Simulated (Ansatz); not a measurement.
Deforming SnSe

```yaml
crystal:
  lattice:
    - [0.00000, 3.01000, 3.01000]
    - [3.01000, 0.00000, 3.01000]
    - [3.01000, 3.01000, 0.00000]
  atoms:
    - { symbol: Sn, position: [0.00000, 0.00000, 0.00000] }
    - { symbol: Se, position: [0.50000, 0.50000, 0.50000] }
```

Atoms are numbered in the order listed.

The cell is COD entry 9008725, as deposited and not checked against the literature; nothing was relaxed.

No spin–orbit coupling, which matters for the heavy atoms here.

Computed with Ansatz 0.2.0, DFT, PBE, all-electron PAW with datasets made for the crystal, scalar-relativistic.

Settings: a Γ-centred 9×9×9 k mesh, Fermi–Dirac smearing of 0.02 eV, cutoff 240 eV (chosen by the program for this cell), no spin polarisation.

The unchanged cell is at 1.02 GPa.

x, y and z are the Cartesian axes of the cell as listed; fractional coordinates follow a strain, and an engineering shear is twice the off-diagonal strain component.

Vzz stands for the principal value of largest size of the field-gradient tensor, whatever its axis.

Spin–orbit coupling is left out, which moves gradients at and beside heavy atoms by some per cent and at worst by a factor of two.

One change gave: energy change +2 meV/atom; stress change (xx, yy, zz, yz, xz, xy) 0.00, 0.00, 0.00, 0.36, 0.36, 0.36 GPa, compression positive; Vzz in 10²¹ V/m²: Sn1 0 → 0.13 (η = 0.00), Se2 0 → -1.40 (η = 0.00). Which change was it?
A. equal xy, yz and zx engineering shear strains of -3 %
B. equal xy, yz and zx engineering shear strains of +1 %
C. equal xy, yz and zx engineering shear strains of -2 %
D. equal xy, yz and zx engineering shear strains of +2 %
E. equal xy, yz and zx engineering shear strains of +3 %
F. equal xy, yz and zx engineering shear strains of -1 %

C. For equal xy, yz and zx engineering shear strains of -3 %: energy change +4 meV/atom; stress change (xx, yy, zz, yz, xz, xy) 0.00, 0.00, 0.00, 0.52, 0.52, 0.52 GPa, compression positive; Vzz in 10²¹ V/m²: Sn1 0 → 0.20 (η = 0.00), Se2 0 → -2.11 (η = 0.00). For equal xy, yz and zx engineering shear strains of -1 %: energy change under 1 meV/atom; stress change (xx, yy, zz, yz, xz, xy) 0.00, 0.00, 0.00, 0.18, 0.18, 0.18 GPa, compression positive; Vzz in 10²¹ V/m²: Sn1 0 → 0.06 (η = 0.00), Se2 0 → -0.70 (η = 0.00). For equal xy, yz and zx engineering shear strains of +2 %: energy change +2 meV/atom; stress change (xx, yy, zz, yz, xz, xy) 0.00, 0.00, 0.00, -0.38, -0.38, -0.38 GPa, compression positive; Vzz in 10²¹ V/m²: Sn1 0 → -0.12 (η = 0.00), Se2 0 → 1.38 (η = 0.00). For equal xy, yz and zx engineering shear strains of +1 %: energy change under 1 meV/atom; stress change (xx, yy, zz, yz, xz, xy) 0.00, 0.00, 0.00, -0.19, -0.19, -0.19 GPa, compression positive; Vzz in 10²¹ V/m²: Sn1 0 → -0.06 (η = 0.00), Se2 0 → 0.69 (η = 0.00). For equal xy, yz and zx engineering shear strains of +3 %: energy change +4 meV/atom; stress change (xx, yy, zz, yz, xz, xy) 0.00, 0.00, 0.00, -0.58, -0.58, -0.58 GPa, compression positive; Vzz in 10²¹ V/m²: Sn1 0 → -0.18 (η = 0.00), Se2 0 → 2.06 (η = 0.00).
